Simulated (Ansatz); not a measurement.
# Fe (Im-3m): cell relaxations under several functionals, by script

Aim: cell relaxations under several functionals, for Fe (Im-3m), run from a script.

The COD entry's cell or inner coordinates are ideal or old and differ from later refinements, so a difference from it is no clean test against experiment.

Program: Ansatz 0.2.0, driven from Python. The levels of theory stand in the script. These are calculated values, not measurements.

### Step 1. The structure

Symmetry: Im-3m, No. 229, cubic system. The conventional cell has a = 2.886 Å, b = 2.886 Å, c = 2.886 Å, α = 90.00°, β = 90.00°, γ = 90.00°. Fe (site symmetry m-3m) is surrounded by 8 Fe at 2.50 Å.

fe.vasp, read by the script:

```text
Fe
1.0
  -1.44300000    1.44300000    1.44300000
   1.44300000   -1.44300000    1.44300000
   1.44300000    1.44300000   -1.44300000
Fe
1
Direct
   0.00000000    0.00000000    0.00000000
```

### Step 2. The code

Input file fe.py:

```python
'''Relaxed cell of Fe under several functionals.'''

import warnings

import ansatz as az
from ase.io import read
import numpy as np

def edges_and_angles(cell):
    cell = np.asarray(cell)
    a, b, c = np.linalg.norm(cell, axis=1)
    cosines = cell[1] @ cell[2] / (b * c), cell[0] @ cell[2] / (a * c), cell[0] @ cell[1] / (a * b)
    return (a, b, c, *np.degrees(np.arccos(cosines)))


def main() -> None:
    warnings.simplefilter('ignore', az.DeckWarning)

    atoms = read('fe.vasp', format='vasp')
    xtal = az.Crystal.from_ase(atoms).moments(Fe=2.4)

    calculation = xtal.calculation()
    calculation = calculation.kpoints(13, 13, 13)
    calculation = calculation.occupations('methfessel_paxton', width=0.15)
    calculation = calculation.spin('collinear').relax(cell=True, force_tolerance=0.02)

    levels = [('pbe', 'd4'), ('pbe', 'd3bj'), ('r2scan', 'none')]
    print('level            a       b       c    alpha   beta  gamma  V/atom  steps')
    for name, dispersion in levels:
        seen = []
        run = calculation.functional(name, dispersion=dispersion).session().plan()
        res = run.execute(on_event=lambda e: seen.append(e) if e['event'] == 'relax_step' else None)
        cell = res.lattice.cell_ang
        label = name if dispersion == 'none' else f'{name}+{dispersion}'
        print('{:13s} {:7.4f} {:7.4f} {:7.4f} {:6.2f} {:6.2f} {:6.2f}'.format(label, *edges_and_angles(cell)), f'{abs(np.linalg.det(cell)) / len(res.lattice.sites):7.3f} {len(seen):5d}')


if __name__ == '__main__':
    main()
```

### Step 3. The calls as engine input

The package turns the script's settings into the engine's input (first run):

```yaml
crystal:
  lattice:
    - [-1.443, 1.443, 1.443]
    - [1.443, -1.443, 1.443]
    - [1.443, 1.443, -1.443]
  atoms:
    - { symbol: Fe, position: [0.0, 0.0, 0.0] }
kpoints:
  mp_grid:
    grid: [13, 13, 13]
hamiltonian:
  xc: pbe
  dispersion: d4
magnetization:
  spin_polarized: true
  per_species:
    Fe: 2.4
scf:
  occupations:
    method: methfessel_paxton
    width: 0.15
relax:
  f_tol: 0.02
  cell: {}
```

### Step 4. The run

Launch:

```sh
$ python fe.py
```

The log of the run:

```text
level            a       b       c    alpha   beta  gamma  V/atom  steps
pbe+d4         2.4296  2.4296  2.4296 109.47 109.47 109.47  11.041     6
pbe+d3bj       2.4276  2.4276  2.4276 109.47 109.47 109.47  11.013     6
r2scan         2.4820  2.4820  2.4820 109.47 109.47 109.47  11.770     5
```

It took 49 s on 1 thread of Arm Neoverse V1, shared host; peak memory 0.48 GiB.

### Step 5. What changed from run to run

The engine's inputs for the other runs:

Run 2, against run 1:

```diff
@@ -13 +13 @@
-  dispersion: d4
+  dispersion: d3bj
```

Run 3, against run 1:

```diff
@@ -12,2 +12,2 @@
-  xc: pbe
-  dispersion: d4
+  xc: r2scan
+  dispersion: none
```

Lines on the test bed's own set-up are left out of the output.

### Step 6. What each run gave

The 3 runs, in the order started:

```csv
run,functional,dispersion,energy (eV/atom),final volume (Å³/atom),pressure (GPa),moment (μB/cell),SCF cycles in all,CPU time (s)
1,pbe,d4,-4480.8418,11.04,0.04,2.08,44,15
2,pbe,d3bj,-4480.8474,11.01,0.05,2.08,45,13
3,r2scan,none,-4485.8981,11.77,-0.02,2.65,38,21
```

Energies are free energies F = E - TS of the smeared occupations. Totals hang on method, basis and potentials, so only like runs compare.

### Step 7. The relaxation of run 1, step by step

Step by step:

| step | E - E(step 1) (eV/cell) | largest force component (eV/Å) | pressure (GPa) | volume (Å³) |
| --- | --- | --- | --- | --- |
| 1 | 0.0000 | 0.0000 | -13.96 | 12.02 |
| 2 | -0.0412 | 0.0000 | -6.62 | 11.41 |
| 3 | -0.0483 | 0.0000 | 2.63 | 10.91 |
| 4 | -0.0493 | 0.0000 | 0.11 | 11.04 |
| 5 | -0.0493 | 0.0000 | -0.01 | 11.04 |
| 6 | -0.0486 | 0.0000 | 0.04 | 11.04 |

Step 1 is the start. Step 6 repeats the geometry before it on a plane-wave basis chosen anew for that cell, so its energy need not be comparable with the rows above.

Lengths and angles in the start's conventional setting:

|  | before | after | change |
| --- | --- | --- | --- |
| a (Å) | 2.886 | 2.806 | -2.8 % |
| b (Å) | 2.886 | 2.806 | -2.8 % |
| c (Å) | 2.886 | 2.806 | -2.8 % |
| volume (Å³/atom) | 12.02 | 11.04 | -8.1 % |
| shortest distance (Å) | 2.499 | 2.430 | -2.8 % |
| space group (0.01 Å) | Im-3m | Im-3m | same |

Forces and stress were held to the start's 48 operations: a distortion of lower symmetry was not tested.

### Step 8. The relaxation of run 3, step by step

The steps of the relaxation:

```
step  E - E(step 1) (eV/cell)  largest force component (eV/Å)  pressure (GPa)  volume (Å³)
   1                   0.0000                          0.0000           -4.10        12.02
   2                  -0.0033                          0.0000           -1.20        11.84
   3                  -0.0036                          0.0000            0.09        11.76
   4                  -0.0036                          0.0000            0.00        11.77
   5                  -0.0033                          0.0000           -0.02        11.77
```

Step 1 is the start. Step 5 repeats the geometry before it on a plane-wave basis chosen anew for that cell, so its energy need not be comparable with the rows above.

Lengths and angles in the start's conventional setting:

|  | before | after | change |
| --- | --- | --- | --- |
| a (Å) | 2.886 | 2.866 | -0.7 % |
| b (Å) | 2.886 | 2.866 | -0.7 % |
| c (Å) | 2.886 | 2.866 | -0.7 % |
| volume (Å³/atom) | 12.02 | 11.77 | -2.1 % |
| shortest distance (Å) | 2.499 | 2.482 | -0.7 % |
| space group (0.01 Å) | Im-3m | Im-3m | same |

The run keeps the 48 symmetry operations of the start, so it could not have lowered the symmetry.

### Step 9. Outcome

```
      quantity                                       value
 runs compared                                           3
relaxed volume  11.01 (pbe d3bj) to 11.77 Å³/atom (r2scan)
```

From smallest to largest: PBE+D3BJ (11.01 Å³ an atom, -8.4 % against the start), PBE+D4 (11.04 Å³ an atom, -8.1 % against the start) and r2SCAN (11.77 Å³ an atom, -2.1 % against the start). The spread is 6.9 % in volume. In run 1, the volume shrank by 8.1 % over 4 moves, and the space group stayed Im-3m. In run 3, the volume shrank by 2.1 % over 3 moves, and the space group stayed Im-3m. Reading the output:
- For a metal this k-point mesh is coarse: on a finer one energies can move by several to tens of meV an atom and pressures by half a GPa or more, differences at one mesh by less.
- Edges and angles that the script prints are those of the cell as typed, here a primitive one.
- Of the deposited cell: the entry's cell lengths or inner coordinates differ somewhat from later room-temperature determinations.
- r2SCAN tends to overestimate the moments of itinerant magnets.
